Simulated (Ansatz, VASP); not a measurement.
# NaH: VASP beside Ansatz

The input INCAR:

```
PREC = Accurate ; ENCUT = 520
EDIFF = 1E-6 ; ISMEAR = 0
SIGMA = 0.05 ; LREAL = False
LASPH = True ; NELM = 80
ALGO = Fast ; ISIF = 2
LWAVE = False ; LCHARG = False
NBANDS = 11
```

KPOINTS

```
regular mesh
0
Gamma
  8 8 8
```

POSCAR

```
NaH
1.0
    0.0000000000      2.4400000000      2.4400000000
    2.4400000000      0.0000000000      2.4400000000
    2.4400000000      2.4400000000      0.0000000000
Na H
1 1
Direct
    0.0000000000      0.0000000000      0.0000000000
    0.5922131148      0.4077868852      0.4077868852
```

Input for Ansatz:

```yaml
crystal:
  lattice:
    - [0.0, 2.44, 2.44]
    - [2.44, 0.0, 2.44]
    - [2.44, 2.44, 0.0]
  atoms:
    - { symbol: Na, position: [0.0, 0.0, 0.0] }
    - { symbol: H, position: [0.5922131148, 0.4077868852, 0.4077868852] }
basis:
  ecutwfc: 420
kpoints:
  mp_grid: { grid: [8, 8, 8] }
hamiltonian:
  xc: lda
scf:
  occupations: { method: gaussian, width: 0.05 }
output:
  forces: true
  stress: true
  eigenvalues: true
```

Alike in both runs: task single point; functional LDA; k mesh 8 × 8 × 8; occupations gaussian, width 0.05 eV; no spin polarisation.

```csv
,VASP,Ansatz
version,VASP 6.6.1,Ansatz 0.2.0
potentials or method,"VASP PAW LDA potentials, release 64 (Na_pv, H)","scalar-relativistic, plane waves, PAW"
plane-wave cutoff (eV),520,420
valence electrons in the cell,8,10
```

|  | VASP | Ansatz | Ansatz less VASP |
| --- | --- | --- | --- |
| gap on the k mesh at the Fermi level (eV) | 3.32 | 3.32 | +0.003 |
| least direct gap on the mesh (eV) | 4.24 | 4.25 | +0.004 |
| pressure (GPa) | -0.7 | -0.9 | -0.19 |
| largest component of the traceless stress (GPa) | 4.17 | 4.14 | -0.029 |
| rms of the force components (eV/Å) | 0.357 | 0.354 | -0.0026 |

Atom by atom the forces differ by 0.003 eV/Å (rms over components). The two sets of potentials don't hold the same shells in valence.

A k mesh can miss the band edges.
